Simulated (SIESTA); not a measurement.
Input of a SIESTA 5.4.2 run:

The input MgS.fdf:

```
SystemName                      Niningerite
SystemLabel                     MgS
NumberOfSpecies                 2
NumberOfAtoms                   2
%block ChemicalSpeciesLabel
  1  16 S
  2  12 Mg
%endblock ChemicalSpeciesLabel

LatticeConstant                 1.0 Ang
%block LatticeVectors
     0.0000540000     2.6154440000     2.6154440000
     2.6154440000     0.0000540000     2.6154440000
     2.6154440000     2.6154440000     0.0000540000
%endblock LatticeVectors
AtomicCoordinatesFormat         Fractional
%block AtomicCoordinatesAndAtomicSpecies
     0.5000000000     0.5000000000     0.5000000000  1  S
     0.0000000000     0.0000000000     0.0000000000  2  Mg
%endblock AtomicCoordinatesAndAtomicSpecies

%block kgrid.MonkhorstPack
    7   0   0  0.0
    0   7   0  0.0
    0   0   7  0.0
%endblock kgrid.MonkhorstPack
XC.Functional                   GGA
XC.Authors                      PBEsol
PAO.BasisSize                   DZP
PAO.EnergyShift                 0.003 Ry
Mesh.Cutoff                     1200 Ry
OccupationFunction              FD
ElectronicTemperature           0.05 eV
MaxSCFIterations                120
SCF.MustConverge                false
SCF.Mixer.Method                Pulay
SCF.Mixer.Weight                0.25
SCF.Mixer.History               8
SCF.DM.Tolerance                1.0e-05
SCF.H.Tolerance                 1.0e-04 eV
WriteForces                     true
Charge.Mulliken                 end
MD.TypeOfRun                    FC
FC.First                        1
FC.Last                         2
FC.Displacement                 0.04 Bohr
%block PolarizationGrids
  16 4 4
  4 16 4
  4 4 16
%endblock PolarizationGrids
BornCharge                      true
%block PAO.Basis
  Mg 4
  n=2 0 2
    2.604 0.000
  n=3 0 2
    8.229 0.000
  n=2 1 2
    2.943 0.000
  n=3 1 1
    8.229
%endblock PAO.Basis
```

vibra.fdf

```
SystemLabel                     MgS
NumberOfAtoms                   2
LatticeConstant                 1.0 Ang
%block LatticeVectors
     0.0000540000     2.6154440000     2.6154440000
     2.6154440000     0.0000540000     2.6154440000
     2.6154440000     2.6154440000     0.0000540000
%endblock LatticeVectors
AtomicCoordinatesFormat         NotScaledCartesianAng
%block AtomicCoordinatesAndAtomicSpecies
     2.6154710000     2.6154710000     2.6154710000 1 32.0600
     0.0000000000     0.0000000000     0.0000000000 2 24.3050
%endblock AtomicCoordinatesAndAtomicSpecies
SuperCell_1                     0
SuperCell_2                     0
SuperCell_3                     0
AtomicDispl                     0.04 Bohr
BandLinesScale                  ReciprocalLatticeVectors
%block BandLines
  1  0.0 0.0 0.0  \Gamma
%endblock BandLines
```

Potentials or basis: PseudoDojo 0.4 standard (PBEsol files), DZP (energy shift 0.003 Ry; two zetas on semicore shells).

Command:

```console
$ siesta MgS.fdf > MgS.out 2>&1
$ vibra < vibra.fdf > vibra.out
```

Task: Estimate the highest phonon frequency at Γ, LO-TO splitting left out.

Result: 249 cm⁻¹.

Phonon frequencies in cm⁻¹ (negative: imaginary):
```tsv
q point	frequencies
(0.000, 0.000, 0.000)	0 0 0 249 249 249
```
